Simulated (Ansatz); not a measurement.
# C (Fd-3m) in Ansatz: settings compared

Aim: see how the results for C move with the level of theory and the settings. Levels: PBE, PBE with a typed share of exact exchange. Tasks: single point.

Everything below comes from runs of Ansatz 0.2.0. Logs are shortened: lines on timing, memory, paths and dates and some standing lists are left out, and cuts for length are marked.

### 1 The structure

Symmetry: Fd-3m, No. 227, cubic system. The conventional cell has a = 3.567 Å, b = 3.567 Å, c = 3.567 Å, α = 90.00°, β = 90.00°, γ = 90.00°. C (site symmetry -43m) is surrounded by 4 C at 1.54 Å.

This isn't the form of C at room conditions, which is graphite.

### 2 Single point, PBE

The input, input.yaml:

```yaml
crystal:
  lattice:
    - [0.0, 1.78337, 1.78337]
    - [1.78337, 0.0, 1.78337]
    - [1.78337, 1.78337, 0.0]
  atoms:
    - { symbol: C, position: [0.75, 0.75, 0.75] }
    - { symbol: C, position: [0.5, 0.5, 0.5] }
kpoints:
  mp_grid: { grid: [6, 6, 6] }
scf:
  occupations: { method: fermi_dirac, width: 0.05 }
hamiltonian:
  xc: pbe
  pseudopotentials: { kind: all_electron, datasets: crystal }
output:
  forces: true
  stress: true
  eigenvalues: true
  elf: true
  volumetric_format: npy
```

Potentials or basis: all-electron PAW datasets made for the crystal.

Command:

```bash
> ansatz run input.yaml --threads 1 --pin off --max-ram 3072MiB --backend cpu --events-out ev --progress --plain --runs-dir out
```

Output:

```text
Warning: RAYON_NUM_THREADS=1 ignored (pool sized by the plan → 1); use --threads N
hamiltonian.pseudopotentials.datasets: crystal makes datasets for this crystal and solves the spheres of its atoms anew in each pass: cutoff 540.0 eV, the density's 2160.0 eV; for an error of 0.50 meV an atom under PBE, 1.0 meV for the cell; an energy difference from a run of another recipe may be off by several times the error for the cell, under r2SCAN by more, where some 0.1 meV an atom stays at smaller errors; C in spheres of 0.767 Å, 4 of its electrons in bands
Engine: ansatz 0.2.0, x86_64-unknown-linux-gnu
Pseudopotentials: kind: all_electron
Pseudopotential: C, paw, valence charge 4, recommended cutoff 540 eV (normal), crystal/all_electron/pbe/scalar/gaussian/C, Koelling and Harmon's equation, gaussian nucleus
Functional definition: PBE
  parameter kappa = 0.804
  parameter beta = 0.06672455060314922
  exchange = pbe_x(kappa = kappa, mu = beta*pi^2/3)
  correlation = pbe_c(beta = beta)
Crystal: 2 atoms, lattice volume = 11.344 Å³
Basis set: ecut = 540 eV, 331 PW (Γ), exchange–correlation on 40×40×40 points (8 copies of the dense FFT grid, shifted against one another)
Bands: 8, of which v1, the nominal top of the filled ones, is band 4 counted from 1 (3 counted from 0)
Symmetry: 48 space group operations
Space group: Fd-3m (ITA 227), of the structure as read, at distance tolerance 2.2e-5 Å
k-points: 16 of 216
Non-local potential: C, projectors of the file, l = 0: 1, l = 1: 1
PAW form: soft (Blöchl's): semilocal exchange-correlation on the pseudo side does not see the compensation charge
PAW one-centre angular grid: C, 110 points (default); XC on its mesh's 1881 points in the sphere
Initial density: superposition of atomic densities (neutral atoms: chi_scale 0, normalization atom)
Initial wavefunctions: pseudopotential atomic-orbital guess
Functional: x = pbe(κ = 0.804, μ = 0.2195149727645171), c = pbe(β = 0.06672455060314922)
iter 1 solved again at ethr=2.05e-2 eV; its pass at ethr=1.00e-1 eV (dr2=1.64e0 eV) is discarded
SCF iter   1: F=—  HF=-2073.871609 eV  |F-HF|=—  |Δ(HF+E_count)|=         —  Δρ=1.47e-1  dr2=1.68e0  ethr=2.05e-2  ⟨swp⟩=2.0  Hψ=764  notcnv=0
preconditioner: auto → none  [insulator: Δε(μ)=4.747 eV  Ē_g=19.703 eV  σ=0.050 eV  W_gap=1.00  n_scr=0 (ndim 8)  ℏωp=31.2 eV  f_vac=0.000  D(μ)=0.00/eV (n_scr^D=0)  ε∞_Penn≈3.5]
SCF iter   2: F=—  HF=-2073.463876 eV  |F-HF|=—  |Δ(HF+E_count)|=   4.08e-1  Δρ=5.91e-2  dr2=2.36e-1  ethr=2.05e-2  ⟨swp⟩=2.6  Hψ=266  notcnv=0
iter 3 solved again at ethr=9.53e-6 eV; its pass at ethr=2.95e-3 eV (dr2=7.62e-4 eV) is discarded
SCF iter   3: F=—  HF=-2073.457447 eV  |F-HF|=—  |Δ(HF+E_count)|=   6.43e-3  Δρ=5.13e-3  dr2=8.08e-4  ethr=9.53e-6  ⟨swp⟩=3.0  Hψ=688  notcnv=0
SCF iter   4: F=—  HF=-2073.458814 eV  |F-HF|=—  |Δ(HF+E_count)|=   1.37e-3  Δρ=1.45e-3  dr2=6.14e-5  ethr=9.53e-6  ⟨swp⟩=2.0  Hψ=193  notcnv=0
SCF iter   5: F=—  HF=-2073.459017 eV  |F-HF|=—  |Δ(HF+E_count)|=   2.03e-4  Δρ=1.21e-4  dr2=3.32e-7  ethr=7.68e-7  ⟨swp⟩=3.0  Hψ=346  notcnv=0
SCF iter   6: F=-2073.459012 eV  HF=-2073.459011 eV  |F-HF|=5.39e-8  |Δ(HF+E_count)|=   5.35e-6  Δρ=3.48e-5  dr2=9.44e-9  ethr=4.15e-9  ⟨swp⟩=3.0  Hψ=257  notcnv=0
SCF 1 converged in 6 iterations: F = -2073.459010 eV  dr2 = 9.44e-9
  Residual-converged pass: ⟨swp⟩=2.9  Hψ=223  notcnv=0  max |occ|·‖R‖ = 5.0e-6 eV (tolerance 5.3e-6 eV)  dr2=9.40e-9  dr2_onsite=2.40e-9  max |Δocc| = 0.0e0
SCF converged after 6 iterations
Free energy (F): -2073.459010 eV
Harris-Foulkes:  -2073.459010 eV  (|F-HF|=5.39e-8)
Internal energy: -2073.459010 eV  (E = F + TS)
E sigma→0 (E₀):  -2073.459010 eV
Past the cutoff: the bands carry plane waves up to 1.75 times it, of which those up to 1.5 times it add -0.000192 eV an atom, each by itself; the spheres take 0.000114 eV an atom off the energy for waves past 1.75 times it
By the cutoff:   a pressure is off by up to 0.008 GPa (1.2 times the spheres' own share and the shells' term, over an atom's volume, and 0.004 GPa: a bound that held against runs at twice the plane waves)
Past the cutoffs: a stress includes 0.0022 GPa for waves and charges beyond them, in addition to the slope of what the spheres take
In the spheres:  the bands' charges fall short by 1.3e-6 e at most (sound up to 1e-3)
Fermi energy:    15.694634 eV
--- Per-component energies (eV) ---
  E_band       = 37.293640
  E_kinetic    = 184.660192
  E_local      = -67.689365  (includes V_loc(G=0)·N_el)
  E_nonlocal   = 1.787627
  E_hartree    = 26.854028
  E_xc         = -92.652085
  E_vxc        = -120.432137  (∫ρ·V_xc dr)
  E_paw        = -1921.427936  (= ΣΔE_a)
  E_vpaw       = -157.710936  (= ΣTr[D̂ρ^β])
  E_ewald      = -347.961363
  E_smearing   = -0.000000  (= −TS)
  E_closure    = 142.969892  (closes the sum)
  Σ components = -2073.459010   (vs F -2073.459010, Δ=-4.55e-13)
  The terms above E_closure are by the made datasets' own strengths, without shells solved beside the bands.
--- Forces (eV/Å), atoms counted from 1 ---
  atom   1  C     -0.00000000    -0.00000000     0.00000000
  atom   2  C     -0.00000000    -0.00000000     0.00000000
  max |Σ_I F_I| component: 1.11e-16 eV/Å
--- Stress (GPa, compression-positive) ---
        1.826581       0.000000       0.000000
       -0.000000       1.826581       0.000000
        0.000000      -0.000000       1.826581
  P = ⅓ Tr σ = 1.8266 GPa (18.266 kbar)
--- Band table (eV; the first three rows and the last of 16) ---
  k-point 0: bands = ["-7.8393", "13.6317", "13.6317", "13.6317", "19.2309", "19.2309"]
  k-point 1: bands = ["-7.0729", "9.8777", "12.6096", "12.6096", "20.5718", "20.5718"]
  k-point 2: bands = ["-4.8247", "4.2646", "11.3138", "11.3138", "21.9160", "21.9160"]
  k-point 15: bands = ["1.4149", "1.4149", "5.8245", "5.8245", "21.8580", "21.8580"]
```

Run time: 3.2 s. Hardware: 1 thread of AMD EPYC (Zen 3), shared host; peak memory 0.28 GiB.

What came out:

| Quantity | Value |
| --- | --- |
| Free energy | -2073.4590 eV |
| Pressure | 1.8 GPa |
| Band gap on the k mesh | 4.16 eV, indirect (least direct gap 5.60 eV) |

Caveat: the k mesh is coarse (spacing up to 0.51 Å⁻¹), so the values aren't converged.

### 3 Single point, PBE with a typed share of exact exchange

input.yaml: that of step 2 with these lines changed.

```diff
@@ -13,3 +13,3 @@
 hamiltonian:
-  xc: pbe
+  xc: { exchange: pbe, correlation: pbe, exx: { coeff: 0.1 } }
   pseudopotentials: { kind: all_electron, datasets: crystal }
@@ -18,4 +18 @@
   stress: true
-  eigenvalues: true
-  elf: true
-  volumetric_format: npy
```

Potentials or basis: all-electron PAW datasets made for the crystal.

Command:

```bash
> ansatz run input.yaml --threads 1 --pin off --max-ram 3072MiB --backend cpu --events-out ev --progress --plain --runs-dir out
```

Wall time 49 s (1 thread of AMD EPYC (Zen 3), shared host); peak memory 0.43 GiB.

It converged, with:

```
Free energy            : -2073.5565 eV
Pressure               : -2.3 GPa
Band gap on the k mesh : 4.92 eV, indirect (least direct gap 6.44 eV)
```

Levels at points of the mesh, in eV from the valence-band top:
```tsv
k point	band 2	band 3	band 4	band 5
(0.00, 0.00, 0.00)	0.00	0.00	0.00	6.44
(0.00, 0.00, -0.50)	-13.89	-2.92	-2.92	9.39
(0.00, -0.50, -0.50)	-13.31	-6.54	-6.54	5.52
```

Caveat: the k mesh is coarse (spacing up to 0.51 Å⁻¹), so the values aren't converged. A k mesh can miss the band edges.
